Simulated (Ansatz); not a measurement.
# HgSe (F-43m): how the settings move a single-point run

Aim: see which settings change the result for HgSe (F-43m), by how much, and at what cost.

Computed with Ansatz 0.2.0 (reference: DFT PBE, spin-orbit coupling, plane waves, PAW, unless a step's input says otherwise).

2 further runs of the same task are left out: 1 that didn't finish, 1 set aside as unsound or not needed. Runs told in other sessions of the task aren't counted.

## (1) The system as given

The structure is cubic, space group F-43m (No. 216). The conventional cell has a = 6.236 Å, b = 6.236 Å, c = 6.236 Å, α = 90.00°, β = 90.00°, γ = 90.00°. Hg (site symmetry -43m) is surrounded by 4 Se at 2.70 Å. Se (site symmetry -43m) has 4 Hg at 2.70 Å in its first shell of neighbours.

As a file:

```cif
data_structure
_symmetry_space_group_name_H-M 'P 1'
_symmetry_Int_Tables_number 1
_cell_length_a 4.4098
_cell_length_b 4.4098
_cell_length_c 4.4098
_cell_angle_alpha 60.000
_cell_angle_beta 60.000
_cell_angle_gamma 60.000
_cell_volume 60.64
loop_
_atom_site_label
_atom_site_type_symbol
_atom_site_fract_x
_atom_site_fract_y
_atom_site_fract_z
_atom_site_occupancy
Hg1 Hg 0.00000 0.00000 0.00000 1
Se1 Se 0.75000 0.75000 0.75000 1
```

## (2) Reference

Input file input.yaml:

```yaml
crystal:
  lattice:
    - [0.0, 3.1182044413, 3.1182044413]
    - [3.1182044413, 0.0, 3.1182044413]
    - [3.1182044413, 3.1182044413, 0.0]
  atoms:
    - { symbol: Hg, position: [0.0, 0.0, 0.0] }
    - { symbol: Se, position: [0.75, 0.75, 0.75] }
basis:
  ecutwfc: 420
  ecutrho_ratio: 4
kpoints:
  mp_grid: { grid: [10, 10, 10] }
hamiltonian:
  xc: pbe
scf:
  occupations: { method: gaussian, width: 0.05 }
output:
  forces: true
  stress: true
  eigenvalues: true
  populations: true
magnetization:
  noncollinear: true
  spin_orbit: true
```

Launch:

```bash
ansatz run input.yaml --threads 4 --pin off --max-ram 7168MiB --backend cpu --events-out ev --progress --plain --runs-dir out
```

## (3) Changed: chi_scale 0.0

input.yaml: that of step 2 with these lines changed.

```diff
@@ -17,2 +17,3 @@
   occupations: { method: gaussian, width: 0.05 }
+  initial_density: { chi_scale: 0.0 }
 output:
@@ -20,4 +21,2 @@
   stress: true
-  eigenvalues: true
-  populations: true
 magnetization:
```

## (4) Variant: ecutwfc 550 eV, dr2_threshold 1.0e-08

input.yaml: that of step 2 with these lines changed.

```diff
@@ -9,3 +9,3 @@
 basis:
-  ecutwfc: 420
+  ecutwfc: "550 eV"
   ecutrho_ratio: 4
@@ -17,2 +17,3 @@
   occupations: { method: gaussian, width: 0.05 }
+  convergence: { dr2_threshold: 1.0e-08 }
 output:
@@ -20,4 +21,6 @@
   stress: true
-  eigenvalues: true
-  populations: true
+  write_density: true
+  write_potential: true
+  elf: true
+  volumetric_format: npy
 magnetization:
```

## (5) Changing settings: n_extra_bands 32

input.yaml: that of step 2 with these lines changed.

```diff
@@ -17,2 +17,3 @@
   occupations: { method: gaussian, width: 0.05 }
+  n_extra_bands: 32
 output:
@@ -20,4 +21,6 @@
   stress: true
-  eigenvalues: true
-  populations: true
+  write_density: true
+  write_potential: true
+  elf: true
+  volumetric_format: npy
 magnetization:
```

Q: Predict the outcome of this session. Wanted: for each run, ending; energy change; pressure; gap; force.

**Answer**, as computed:

| run | ending | energy change | pressure (GPa) | gap (eV) | force (eV/Å) | cycles | time |
| --- | --- | --- | --- | --- | --- | --- | --- |
| reference | converged | 0 | 0.0 | 0.00 | 0.00 | 7 | 7.4 s |
| 1: chi_scale 0.0 | converged | 0.0 meV/atom | 0.0 | 0.00 | 0.00 | 8 | 6.2 s |
| 2: ecutwfc 550 eV, dr2_threshold 1.0e-08 | converged | -1.3 meV/atom | 0.0 | 0.00 | 0.00 | 8 | 14 s |
| 3: n_extra_bands 32 | converged | 0.0 meV/atom | 0.0 | 0.00 | 0.00 | 7 | 13 s |

Times don't compare one to one where runs were asked for different outputs or read a saved state (see the inputs); cycles may leave out searches for a lower state.

Residual by cycle in the longest SCF loop of each run; runs are numbered as in the table. The quantity is the density residual dr2, in eV.

| cycle | reference | run 1 | run 2 | run 3 |
| --- | --- | --- | --- | --- |
| 1 | 0.482 | 1 | 0.481 | 0.479 |
| 2 | 0.0855 | 0.083 | 0.0856 | 0.087 |
| 3 | 0.0197 | 0.014 | 0.0197 | 0.0188 |
| 4 | 7.0e-5 | 3.2e-4 | 7.4e-5 | 1.1e-4 |
| 5 | 1.1e-5 | 4.7e-5 | 1.2e-5 | 1.9e-5 |
| 6 | 1.3e-7 | 1.6e-6 | 1.9e-7 | 1.7e-6 |
| 7 | 1.5e-8 | 2.0e-7 | 2.4e-8 | 1.2e-8 |
| 8 | - | 1.6e-9 | 6.3e-10 | - |

Of the converged runs whose energies compare with the reference's, «ecutwfc 550 eV, dr2_threshold 1.0e-08» moves the energy most (-1.3 meV/atom). Semilocal functionals close small gaps, so the missing gap need not be the real solid's.
